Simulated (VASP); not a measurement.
# H in VASP: single point with PBE

Aim: the single point of H with PBE.

Program: VASP 6.6.1. These are calculated values, not measurements. Logs are shortened: lines on timing, memory, paths and dates and some standing lists are left out, and cuts for length are marked.

**1. The crystal as given**

The cell holds a molecule_in_box, 1 atom: a = 14.000 Å, b = 14.500 Å, c = 15.000 Å, α = 90.00°, β = 90.00°, γ = 90.00°.

**2. Single point, PBE, collinear spin, ferromagnetic start**

Input file INCAR:

```
SYSTEM = H
ALGO     = Normal         ! electronic algorithm
AMIX     = 0.2          
AMIX_MAG = 0.8          
BMIX     = 1E-4         
BMIX_MAG = 1E-4         
EDIFF    = 1E-7           ! SCF threshold, eV
ENCUT    = 450            ! plane-wave cutoff, eV
GGA      = PE             ! functional
ISIF     = 2              ! what is computed and relaxed
ISMEAR   = 0              ! smearing method
ISPIN    = 2              ! spin polarisation
ISYM     = 0            
LASPH    = .TRUE.         ! aspherical terms in the spheres
LCHARG   = .FALSE.        ! write CHGCAR
LORBIT   = 11             ! projections on sites
LREAL    = .FALSE.        ! projectors in reciprocal space
LWAVE    = .FALSE.        ! write WAVECAR
MAGMOM   = 1              ! initial moments
NELM     = 200            ! most SCF steps
PREC     = Accurate       ! precision mode
SIGMA    = 0.005          ! smearing width, eV
```

Input file KPOINTS:

```
k-points
0
G
  1 1 1
  0 0 0
```

Input file POSCAR:

```
H
1.0
   14.0000000000      0.0000000000      0.0000000000
    0.0000000000     14.5000000000      0.0000000000
    0.0000000000      0.0000000000     15.0000000000
H
1
Direct
    0.5000000000      0.5000000000      0.5000000000
```

Potentials or basis: VASP PAW PBE potentials, release 64 (H).

Launch:

```
> cat potpaw_PBE.64/H/POTCAR > POTCAR
> mpirun -np 2 vasp_gam > vasp.out
```

OUTCAR:

```text
SYSTEM = H
   AMIX = 0.2
   AMIX_MAG = 0.8
   EDIFF = 1E-7
   ENCUT = 450
   GGA = PE
   ISIF = 2
   ISMEAR = 0
   ISPIN = 2
   ISYM = 0
   LASPH = .TRUE.
   LORBIT = 11
   LREAL = .FALSE.
   NELM = 200
   PREC = Accurate

 ion  position               nearest neighbor table
   1  0.500  0.500  0.500-

IMPORTANT INFORMATION: All symmetrisations will be switched off!
NOSYMM: (Re-)initialisation of all symmetry stuff for point group C_1.

----------------------------------------------------------------------------------------

                                     Primitive cell

  volume of cell :    3045.0000

  direct lattice vectors                    reciprocal lattice vectors
    14.000000000  0.000000000  0.000000000     0.071428571  0.000000000  0.000000000
     0.000000000 14.500000000  0.000000000     0.000000000  0.068965517  0.000000000
     0.000000000  0.000000000 15.000000000     0.000000000  0.000000000  0.066666667

  length of vectors
    14.000000000 14.500000000 15.000000000     0.071428571  0.068965517  0.066666667

  position of ions in fractional coordinates (direct lattice)
     0.500000000  0.500000000  0.500000000

  ion indices of the primitive-cell ions
   primitive index   ion index
                 1           1

----------------------------------------------------------------------------------------

 KPOINTS: k-points

Automatic generation of k-mesh.
 Grid dimensions read from file:
 generate k-points for:    1    1    1

 Generating k-lattice:

  Cartesian coordinates                     Fractional coordinates (reciprocal lattice)
     0.071428571  0.000000000  0.000000000     1.000000000  0.000000000  0.000000000
     0.000000000  0.068965517  0.000000000     0.000000000  1.000000000  0.000000000
     0.000000000  0.000000000  0.066666667     0.000000000  0.000000000  1.000000000

  Length of vectors
     0.071428571  0.068965517  0.066666667

  Shift w.r.t. Gamma in fractional coordinates (k-lattice)
     0.000000000  0.000000000  0.000000000

 Subroutine IBZKPT returns following result:
 ===========================================

 Found      1 irreducible k-points:

 Following reciprocal coordinates:
            Coordinates               Weight
  0.000000  0.000000  0.000000      1.000000
   k-points           NKPTS =      1   k-points in BZ     NKDIM =      1   number of bands    NBANDS=      6
   number of dos      NEDOS =    301   number of ions     NIONS =      1
   total plane-waves  NPLWV = ******
   dimension x,y,z NGX =    98 NGY =  100 NGZ =  108
   dimension x,y,z NGXF=   196 NGYF=  200 NGZF=  216
   ions per type =               1
   NGX,Y,Z   is equivalent  to a cutoff of  11.64, 11.47, 11.97 a.u.
   NGXF,Y,Z  is equivalent  to a cutoff of  23.27, 22.93, 23.94 a.u.
 SYSTEM =  H
   PREC   = accura    normal or accurate (medium, high low for compatibility)
   ISTART =      0    job   : 0-new  1-cont  2-samecut
   ICHARG =      2    charge: 1-file 2-atom 10-const
   ISPIN  =      2    spin polarized calculation?
   LNONCOLLINEAR =      F non collinear calculations
   LSORBIT =      F    spin-orbit coupling
   LASPH  =      T    aspherical Exc in radial PAW
   ENCUT  =  450.0 eV  33.07 Ry    5.75 a.u.  24.22 25.08 25.95*2*pi/ulx,y,z
   NELM   =    200;   NELMIN=  2; NELMDL= -5     # of ELM steps
   EDIFF  = 0.1E-06   stopping-criterion for ELM
   LREAL  =      F    real-space projection
   EDIFFG = 0.1E-05   stopping-criterion for IOM
   NSW    =      0    number of steps for IOM
   IBRION =     -1    ionic relax: 0-MD 1-quasi-New 2-CG
   NFREE  =      0    steps in history (QN), initial steepest desc. (CG)
   ISIF   =      2    stress and relaxation
   ISYM   =      0    0-nonsym 1-usesym 2-fastsym
   POTIM  = 0.5000    time-step for ionic-motion
   TEBEG  =    0.0;   TEEND  =   0.0 temperature during run
   PSTRESS=    0.0 pullay stress
   NELECT =       1.0000    total number of electrons
   NUPDOWN=      -1.0000    fix difference up-down
   EMIN   =  10.00;   EMAX   =-10.00  energy-range for DOS
   EFERMI =   0.00;   METHOD = LEGACY
   ISMEAR =     0;   SIGMA  =   0.01  broadening in eV -4-tet -1-fermi 0-gaus
   EFERMI_NEDOS =   21; number of points for ismear=-14 and -15
   IALGO  =     38    algorithm
   IMIX   =      4    mixing-type and parameters
     AMIX     =   0.20;   BMIX     =  0.00
     AMIX_MAG =   0.80;   BMIX_MAG =  0.00
  volume/ion in A,a.u.               =    3045.00     20548.67
  Fermi-wavevector in a.u.,A,eV,Ry     =   0.112948  0.213441  0.173573  0.012757
  Thomas-Fermi vector in A             =   0.716627
   LORBIT       =     11    0 simple, 1 ext, 2 COOP (PROOUT), +10 PAW based schemes
   GGA     = PE    functional components
   LHFCALC =     F    Hartree Fock is set to
   AEXX    =    0.0000 exact exchange contribution
   IVDW    =     0    specifies the selected vdW correction
   LEPSILON=     F    determine dielectric tensor
   LRPA    =     F    only Hartree local field effects (RPA)
 spin polarized calculation
 Gauss-broadening in eV      SIGMA  =   0.01
  energy-cutoff  :      450.00
  volume of cell :     3045.00
 maximum number of plane-waves:     33027
 NGX is ok and might be reduce to    98
   NGX = 49   NGY = 51   NGZ = 51

 number of electron       1.0000001 magnetization       1.0000001

 Free energy of the ion-electron system (eV)
  ---------------------------------------------------
  ext. energy  EPLUGINS =         0.00000000
  ---------------------------------------------------
  free energy    TOTEN  =        -1.11670078 eV

  energy without entropy =       -1.11670078  energy(sigma->0) =       -1.11670078

 E-fermi :  -7.5386     XC(G=0):  -0.0515

 val. band max:       -7.5842113731   @ k =   0.0000   0.0000   0.0000
 cond. band min:      -0.1192229509   @ k =   0.0000   0.0000   0.0000
 fundamental gap:      7.4649884222
 Fermi energy:        -7.5385506683

 spin component 1

 k-point     1 :       0.0000    0.0000    0.0000
  band No.  band energies     occupation
      1      -7.5842      1.00000
      2      -0.1192      0.00000
      3       0.3935      0.00000
      4       0.4197      0.00000
      5       0.4486      0.00000
      6       0.5147      0.00000
 Fermi energy:        -7.5385506683

 spin component 2

 k-point     1 :       0.0000    0.0000    0.0000
  band No.  band energies     occupation
      1       0.0251      0.00000
      2       0.6816      0.00000
      3       0.6900      0.00000
      4       0.7288      0.00000
      5       0.7435      0.00000
      6       0.7811      0.00000

------------------------ aborting loop because EDIFF is reached ----------------------------------------

  FORCE on cell =-STRESS in cart. coord.  units (eV):
  Direction    XX          YY          ZZ          XY          YZ          ZX
  --------------------------------------------------------------------------------------
  -------------------------------------------------------------------------------------
  Total       -0.0249576     -0.0251199     -0.0249804      0.0000001      0.0000000      0.0000001
  in kB       -0.0131319     -0.0132173     -0.0131439      0.0000001      0.0000000      0.0000000
  external PRESSURE =      -0.0131643 kB  Pullay stress =       0.0000000 kB

 VOLUME and BASIS-vectors are now :
 -----------------------------------------------------------------------------
  energy-cutoff  :      450.00
  volume of cell :     3045.00
      direct lattice vectors                 reciprocal lattice vectors
    14.000000000  0.000000000  0.000000000     0.071428571  0.000000000  0.000000000
     0.000000000 14.500000000  0.000000000     0.000000000  0.068965517  0.000000000
     0.000000000  0.000000000 15.000000000     0.000000000  0.000000000  0.066666667

 POSITION                                       TOTAL-FORCE (eV/Angst)
 -----------------------------------------------------------------------------------
      7.00000      7.25000      7.50000        -0.000001      0.000000     -0.000000
 -----------------------------------------------------------------------------------
    total drift:                               -0.000001      0.000000     -0.000000

  FREE ENERGIE OF THE ION-ELECTRON SYSTEM (eV)
  ---------------------------------------------------
  free  energy   TOTEN  =        -1.1167007803 eV

  energy  without entropy=       -1.1167007803  energy(sigma->0) =       -1.11670078

 total charge

# of ion       s       p       d       tot
------------------------------------------
    1        0.380   0.000   0.000   0.380

 magnetization (x)

# of ion       s       p       d       tot
------------------------------------------
    1        0.380   0.000   0.000   0.380
```

Wall time 2 min (2 MPI ranks of Intel Xeon 6975P-C (Granite Rapids), shared host); peak memory 1.3 GiB.

What came out:

```yaml
Free_energy: -1.1167 eV
Gap_between_the_frontier_levels: 7.46 eV
Net_moment: 1.00 μB per cell
Site_moments: H +0.38 μB
Valence_electrons_inside_the_program's_atomic_spheres: H 0.38
```

 As with any semilocal functional, this PBE gap is likely too small.
